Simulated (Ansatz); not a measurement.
# Al: the cost of one run

Computed with Ansatz 0.2.0 (DFT PBEsol, scalar-relativistic, plane waves, PAW, unless a step's input says otherwise).

3 further runs of the same task are left out: 3 set aside as unsound or not needed.

## (1) The structure to begin with

It takes space group Fm-3m (No. 225, cubic). Conventional cell: a = 4.016 Å, b = 4.016 Å, c = 4.016 Å, α = 90.00°, β = 90.00°, γ = 90.00°. Al (site symmetry m-3m) is surrounded by 12 Al at 2.84 Å.

Structure file:

```xyz
1
Lattice="0.0000 2.0078 2.0078 2.0078 0.0000 2.0078 2.0078 2.0078 0.0000" Properties=species:S:1:pos:R:3 pbc="T T T"
Al    0.0000    0.0000    0.0000
```

It is the result of an earlier relaxation at this level (volume 16.19 Å³/atom; gap on the mesh: none (metal)).

## (2) The film's bulk: Mo

Relaxed beforehand at this level: -4897.0360 eV/atom, gap on the mesh none (metal).

```
Mo
1.0
     0.00000   -1.98040   -1.98040
     1.98040    0.00000   -1.98040
     1.98040   -1.98040    0.00000
Mo
1
Direct
  0.00000 0.00000 0.00000
```

## (3) The bulk in the cell of the plane

Input file input.yaml:

```yaml
crystal:
  lattice:
    - [2.839427007, 0.0, 0.0]
    - [0.0, 2.839427007, 0.0]
    - [1.4197135035, 1.4197135035, 2.0077780913]
  atoms:
    - { symbol: Al, position: [0.0, 0.0, 0.0] }
basis:
  ecutwfc: 420
kpoints:
  mp_grid: { grid: [12, 12, 17] }
hamiltonian:
  xc: pbesol
scf:
  occupations: { method: gaussian, width: 0.1 }
output:
  forces: true
  stress: true
  eigenvalues: true
```

**Question.** How long does this run take on 1 thread of an Arm CPU, shared host, and how much memory does it need?

About 3 s, with a peak of 0.34 GiB.
